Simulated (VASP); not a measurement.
Set up this calculation in VASP 6.6.1, as the native input.

- Task: single point
- Functional: LDA
- Potentials or basis: VASP PAW LDA potentials, release 64 (Al)
- Cutoff: 520 eV
- k mesh: 14 × 14 × 8
- Occupations: fermi-dirac, width 0.1 eV
- Spin: no spin polarisation
- Dipole correction: no
- Further INCAR settings: ALGO = Fast; EDIFF = 1e-06; NBANDS = 10

The structure of Al lies in POSCAR:

```
Al
1.0
    2.8359830124      0.0000000000      0.0000000000
   -1.4179915062      2.4560333335      0.0000000000
    0.0000000000      0.0000000000      4.5733534749
Al
2
Direct
    0.3333333333      0.6666666667      0.2500000000
    0.6666666667      0.3333333333      0.7500000000
```

This isn't the form of Al at room conditions, which is fcc.

The input as run:

INCAR

```
ALGO = Fast ; EDIFF = 1E-6
ENCUT = 520 ; ISIF = 2
ISMEAR = -1 ; LASPH = True
LCHARG = False ; LREAL = False
LWAVE = False ; NBANDS = 10
NELM = 100 ; PREC = Accurate
SIGMA = 0.1
```

KPOINTS

```
k-points
0
Gamma
  14 14 8
```

Potentials or basis: VASP PAW LDA potentials, release 64 (Al).

Run with:

```console
$ cat potpaw_LDA.64/Al/POTCAR > POTCAR
$ mpirun -np 1 vasp_std > vasp.out
```

It gave:

```
Pressure               : 0.1 GPa
Band gap on the k mesh : none (metal or under the smearing width)
```

Wall time 10 s on 1 thread of Intel(R) Xeon(R) Platinum 8559C (Emerald Rapids), on a shared host, peak memory 0.14 GiB.
